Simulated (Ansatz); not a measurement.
Runs of Ansatz 0.2.0 on P. It takes space group Cmce (No. 64, orthorhombic). The conventional cell has a = 3.295 Å, b = 10.930 Å, c = 4.544 Å, α = 90.00°, β = 90.00°, γ = 90.00°. Around P (site symmetry m) lie 3 P at 2.20 to 2.25 Å. 

| task | level | potentials or basis | cell | k mesh | cutoff (eV) | points for each segment of the path | mesh quality | gap on the mesh (eV) | pressure (GPa) | V0 of scaled cells (Å³/atom) | relaxed volume (Å³/atom) | B0 (GPa) |
| --- | --- | --- | --- | --- | --- | --- | --- | --- | --- | --- | --- | --- |
| equation of state | BLYP+D3(BJ) | Ansatz PAW | as given | 8 × 8 × 6 | 420 | - | not flagged | - | - | 20.56 | - | 71 |
| relaxation of cell and atoms | exchange-only PBE | Ansatz PAW | relaxed | 8 × 8 × 6 | 420 | - | not flagged | 0.95 | 0.0 | - | (a) | - |
| equation of state | LDA | JTH PAW LDA | as given | 8 × 8 × 6 | 870 | - | not flagged | - | - | (b) | - | 80 |
| relaxation of cell and atoms | PBE0 | Ansatz PAW | relaxed | 4 × 4 × 3 | 420 | - | coarse | 1.42 | 0.0 | - | 20.54 | - |
| relaxation of cell and atoms | PBEsol0 | Ansatz PAW | relaxed | 4 × 4 × 3 | 420 | - | coarse | 0.83 | 0.0 | - | 18.75 | - |
| band structure | m-r2SCAN | Ansatz PAW | as given | 8 × 8 × 6 | 500 | 14 | not flagged | 0.23 | 0.7 | - | - | - |

Alike in all rows: no spin polarisation; smearing fermi-dirac 0.05 eV.

Estimate the missing entries.

(a) 33.38; (b) 19.88.

Caveats: some runs use coarse meshes; the PAW data sets come from PBE, with cores solved anew for the run's functional, which leaves a small shift of forces and pressure (some runs); the plane-wave basis is chosen anew once the cell has moved, so the energies of steps on either side of that aren't comparable (some runs); the cell was scaled at fixed shape and fractional positions, which overstates the stiffness of a crystal with free parameters, most of all of layers and chains (some runs); odd divisions of the mesh miss points on the zone boundary, where band edges often lie, so the gap on the mesh can be too wide (some runs); the potentials were made for another functional, which shifts forces and pressure (some runs); the volume moved by over 15 % at a fixed basis, so the end points are rough (some runs).

A k mesh can miss the band edges.

Runs at the PBE level aren't shown here.
